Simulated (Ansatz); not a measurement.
Suppose ZnO takes space group P4_2/mmc (No. 131), with Zn on 2c; O on 2f. A trial structure of ZnO was built thus: ordered vacancies on the anion sites of fluorite (occupants of the shared sites, in ratio, O: 2, vacant: 2).

The calculation used Ansatz 0.2.0, DFT PBE, scalar-relativistic, plane waves, PAW. Cutoff 420 eV, Γ-centred mesh, Gaussian smearing, no spin polarisation.

Formation energies are uncorrected and refer to the elements' standard structures at the same level (O₂ as a molecule).

Q: Give the relaxed lattice parameters and positions.

A:

Space group P4_2/mmc (No. 131). a = 3.028 Å, b = 3.028 Å, c = 5.407 Å, α = 90.00°, β = 90.00°, γ = 90.00°
```tsv
atom	site	symmetry	x	y	z
Zn	2c	mmm.	0.0000	0.5000	0.0000
O	2f	-4m2	0.5000	0.5000	0.2500
```

Zn has 4 O at 2.03 Å; O is surrounded by 4 Zn at 2.03 Å. Another local minimum with the same sites may exist.

Q: Where does its energy lie, and is it a metal?

A: The formation energy is −1.10 eV/atom. The gap on the 16×16×10 mesh of the 4-atom cell is 0 eV (a metal). Whether it is stable depends on the other phases of the system, which aren't compared here.

The last run used Gaussian smearing of 0.10 eV. The zero gap may come from the functional, which often closes small gaps. Symmetry constrained the relaxation, so the result can be a saddle point.
